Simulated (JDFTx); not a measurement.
Here is a JDFTx 1.7.0 (patched build) calculation.

File ZnS.in:

```
lattice \
    0.0000000000     5.1060399887     5.1060399887 \
    5.1060399887     0.0000000000     5.1060399887 \
    5.1060399887     5.1060399887     0.0000000000
coords-type Lattice
ion Zn     0.7500000000     0.7500000000     0.7500000000 1
ion S      0.0000000000     0.0000000000     0.0000000000 1

ion-species pseudo/Zn.upf
ion-species pseudo/S.upf
elec-cutoff 42 336
elec-ex-corr gga-PBEsol
kpoint-folding 9 9 9
elec-smearing Fermi 0.0018374661
elec-n-bands 19
electronic-SCF nIterations 100 energyDiffThreshold 1e-09
electronic-minimize nIterations 30 energyDiffThreshold 1e-7
converge-empty-states yes
forces-output-coords Cartesian

dump-name run.$VAR
dump End Ecomponents EigStats BandEigs Kpoints Forces Stress ElecDensity Dtot KEdensity
```

Potentials or basis: PseudoDojo-SR-PBEsol-0.4.1-standard with smoothed tails.

Run with:

```sh
$ jdftx -c 1 -i ZnS.in -o ZnS.out
```

**Question.** Estimate the band gap on the k mesh.

**Answer.** 1.98 eV, direct.

**Question.** Estimate the pressure.

**Answer.** -2.0 GPa.

**What was measured.**

“Electronic, vibrational, and thermodynamic properties of ZnS (zincblende and rocksalt structure)”, 2009, arxiv:0911.5022 quotes, for a bulk crystal of ZnS at 19 K: band gap 3.85 eV (direct).

Measured gap of ZnS: 3.85 eV (direct; 19 K; quoted in “Electronic, vibrational, and thermodynamic properties of ZnS (zincblende and rocksalt structure)”, 2009, arxiv:0911.5022). This calculation gives 1.98 eV (-1.87 eV). The value is that of PBEsol, without temperature or zero-point motion. Semilocal functionals fall short of measured gaps as a rule.
